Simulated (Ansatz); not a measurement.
## Pb, omega (AlB2-type): how the functional moves the structure

All rows: Ansatz, plane waves with scalar-relativistic PAW, 420 eV (500 eV for the SCAN forms), relaxed under each functional, no dispersion correction, no zero-point motion. B₀ comes from uniform scaling at fixed shape; a dash is a value not given.

| functional | V (Å³/atom) | cell | B₀ (GPa) | magnetic state | ΔE to fcc (meV/atom) |
| --- | --- | --- | --- | --- | --- |
| PBE | 32.23 | a = 5.695 Å, c = 3.442 Å (c/a = 0.604) | 38 | spin not included | 51 |
| r²SCAN | 31.29 | a = 5.642 Å, c = 3.405 Å (c/a = 0.603) | 43 | spin not included | 44 |
| PBEsol | 30.17 | a = 5.562 Å, c = 3.379 Å (c/a = 0.607) | 47 | spin not included | 49 |
| LDA | 29.20 | a = 5.501 Å, c = 3.342 Å (c/a = 0.608) | 52 | spin not included | 47 |
| revPBE | 33.17 | a = 5.753 Å, c = 3.472 Å (c/a = 0.604) | 35 | spin not included | 52 |
| RPBE | 33.56 | a = 5.776 Å, c = 3.485 Å (c/a = 0.603) | 35 | spin not included | 42 |

Problem. What does BLYP give?

Solution. V (Å³/atom): 35.14; cell: a = 5.893 Å, c = 3.505 Å (c/a = 0.595); B₀ (GPa): 31; magnetic state: spin not included; ΔE to fcc (meV/atom): 40.
